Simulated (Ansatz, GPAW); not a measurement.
This is a calculation of Sn for GPAW 26.7.0 (ASE script). 

File run.py:

```python
from ase import Atoms
from ase.dft.bandgap import bandgap
from ase.io import write
from ase.units import Bohr, GPa
from gpaw import GPAW, PW
from gpaw.elf import elf_from_dft_calculation

atoms = Atoms(['Sn', 'Sn'],
              cell=[[-2.9401404553, 2.9401404553, 1.5993019889],
                    [2.9401404553, -2.9401404553, 1.5993019889],
                    [2.9401404553, 2.9401404553, -1.5993019889]],
              scaled_positions=[[0.0, 0.0, 0.0],
                                [0.75, 0.25, 0.5]],
              pbc=True)

calc = GPAW(mode=PW(600),
            xc='PBE',
            kpts={'size': (9, 9, 9), 'gamma': True},
            occupations={'name': 'methfessel-paxton', 'order': 0, 'width': 0.012},
            nbands=24,
            convergence={'density': 1e-05, 'energy': 1e-05},
            maxiter=150,
            txt='gpaw.txt')
atoms.calc = calc
energy = atoms.get_potential_energy()
forces = atoms.get_forces()
stress = atoms.get_stress()
calc.write('gs.gpw')
write('result.traj', atoms)
print(f'Energy: {energy:.6f} eV')
print('Forces (eV/A):')
print(forces.round(4))
print('Stress (GPa):', (stress / GPa).round(3))
print('Fermi level:', round(calc.get_fermi_level(), 4), 'eV')
print(f'Gap: {bandgap(calc)[0]:.4f} eV, direct: {bandgap(calc, direct=True)[0]:.4f} eV')

# fields on the real-space grid
write('density.cube', atoms, data=calc.get_pseudo_density() * Bohr**3)
write('potential.cube', atoms, data=calc.get_electrostatic_potential())
write('elf.cube', atoms, data=elf_from_dft_calculation(calc).data)
```

Potentials or basis: GPAW PAW data sets (gpaw-data 1.2.1), pw.

Command:

```sh
$ OMP_NUM_THREADS=1 python run.py
```

**Question.** What does the same run look like in Ansatz 0.2.0? Potentials or basis there: all-electron LAPW, scalar-relativistic.

**Answer.** As run (cutoffs and basis follow the program's own potentials, and thresholds, step limits or extra output files can differ):

The input input.yaml:

```yaml
crystal:
  lattice:
    - [-2.9401404553, 2.9401404553, 1.5993019889]
    - [2.9401404553, -2.9401404553, 1.5993019889]
    - [2.9401404553, 2.9401404553, -1.5993019889]
  atoms:
    - { symbol: Sn, position: [0.0, 0.0, 0.0] }
    - { symbol: Sn, position: [0.75, 0.25, 0.5] }
kpoints:
  mp_grid: { grid: [9, 9, 9] }
scf:
  occupations: { method: gaussian, width: 0.012 }
hamiltonian:
  xc: pbe
  pseudopotentials: { kind: all_electron, lapw: { basis_error: 0.001 } }
output:
  forces: true
  stress: true
  eigenvalues: true
```

Potentials or basis: all-electron LAPW, scalar-relativistic.

Command:

```bash
$ ansatz run input.yaml --threads 1 --pin off --max-ram 3072MiB --backend cpu --events-out ev --progress --plain --runs-dir out
```

Both were run:

|  | GPAW | Ansatz |
| --- | --- | --- |
| Pressure | 1.1 GPa | 1.4 GPa |

Where Ansatz's input types no cutoff or centring, it takes its own default and a Γ-centred mesh.

Pressure is positive in compression.
